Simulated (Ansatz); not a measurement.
Ge: strain and displacement

```yaml
crystal:
  lattice:
    - [3.99759, 0.00000, 0.00000]
    - [-1.99879, 3.46201, 0.00000]
    - [0.00000, 0.00000, 6.59938]
  atoms:
    - { symbol: Ge, position: [0.66667, 0.33333, 0.06290] }
    - { symbol: Ge, position: [0.33333, 0.66667, 0.56290] }
    - { symbol: Ge, position: [0.66667, 0.33333, 0.43710] }
    - { symbol: Ge, position: [0.33333, 0.66667, 0.93710] }
```

Atom numbers follow the list: Ge1, Ge2, Ge3, Ge4.

The cell is the one relaxed in the Materials Project (mp-1007760), not relaxed further here; entries there can be hypothetical.

Method: Ansatz 0.2.0, DFT, PBEsol, all-electron LAPW, scalar-relativistic.

Sampling and basis: a Γ-centred 11×11×6 k mesh, Fermi–Dirac smearing of 0.05 eV, basis error target 1 meV/atom, no spin polarisation.

The unchanged cell is at -0.05 GPa.

In a metal, stresses and small energies carry noise from the k mesh.

x, y and z are the Cartesian axes of the cell as listed; fractional coordinates follow a strain, and an engineering shear is twice the off-diagonal strain component.

Question: With this change (equal xy, yz and zx engineering shear strains of -2 %), what becomes of the energy and stress and forces?

Answer: Energy change +5 meV/atom; stress change (xx, yy, zz, yz, xz, xy) 0.09, 0.08, 0.03, 0.97, 0.97, 1.37 GPa, compression positive; change of the force on Ge2 (0.274, 0.124, 0.012) eV/Å.

Question: With this change (equal xy, yz and zx engineering shear strains of +1 %), what becomes of the energy and stress and forces?

Answer: Energy change +1 meV/atom; stress change (xx, yy, zz, yz, xz, xy) 0.02, 0.02, 0.01, -0.48, -0.48, -0.68 GPa, compression positive; change of the force on Ge2 (-0.125, -0.052, 0.003) eV/Å.

With equal xy, yz and zx engineering shear strains of +3 %: energy change +10 meV/atom; stress change (xx, yy, zz, yz, xz, xy) 0.20, 0.18, 0.07, -1.43, -1.44, -2.02 GPa, compression positive; change of the force on Ge2 (-0.356, -0.139, 0.027) eV/Å.
